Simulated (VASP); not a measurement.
**GaN under changes of volume**

One of the cells (11.537 Å³/atom); the others are scaled copies at fixed shape and fractional positions:

```
CELL_PARAMETERS angstrom
3.20106 0.00000 0.00000
-1.60053 2.77220 0.00000
0.00000 0.00000 5.20021
ATOMIC_POSITIONS crystal
Ga 0.66667 0.33333 0.50000
Ga 0.33333 0.66667 0.00000
N 0.66667 0.33333 0.87500
N 0.33333 0.66667 0.37500
```

* Program: VASP 6.6.1
* Functional: PBEsol
* Potentials or basis: VASP PAW PBE potentials, release 64 (Ga_d, N)
* Cutoff: 520 eV
* k mesh: 10 × 10 × 5
* Occupations: fermi-dirac, width 0.05 eV
* Spin: no spin polarisation

| volume (Å³/atom) | energy over the lowest point (meV/atom) | pressure (GPa) | gap on the mesh (eV) | largest force (eV/Å) |
| --- | --- | --- | --- | --- |
| 10.632 | 29.81 | 14.4 | 2.34 | 0.148 |
| 10.858 | 12.92 | 9.4 | 2.20 | 0.142 |
| 11.084 | ? | ? | ? | ? |
| 11.537 | 0.00 | -2.8 | 1.79 | 0.126 |
| 11.763 | 6.20 | -6.1 | 1.67 | 0.121 |
| 11.989 | 16.77 | -9.0 | 1.54 | 0.116 |

Problem. What does the run at 11.084 Å³/atom give?

Solution. Energy over the lowest point 2.77 meV/atom; pressure 4.9 GPa; gap on the mesh 2.06 eV; largest force 0.136 eV/Å.

Worked out: A Birch-Murnaghan fit of order 3 (a polynomial in V^(-2/3)) to the other rows has its minimum at 11.36 Å³/atom with B0 = V·E''(V) = 188 GPa and B' = 4.4 at fixed shape and positions, which overstates the stiffness. It gives 2.77 meV/atom at 11.084 Å³/atom, against the run's 2.77, and -dE/dV = 5.0 GPa, against 4.9. A straight line through the other rows of the gap, of slope -6.66 eV per unit of ln V (its deformation potential), gives 2.06 eV, against the run's 2.06.

Energies are extrapolated to zero smearing.

Caveats: the PAW data sets were made with another functional, which shifts forces and pressure a little.

Spin-orbit coupling on Ga is left out.
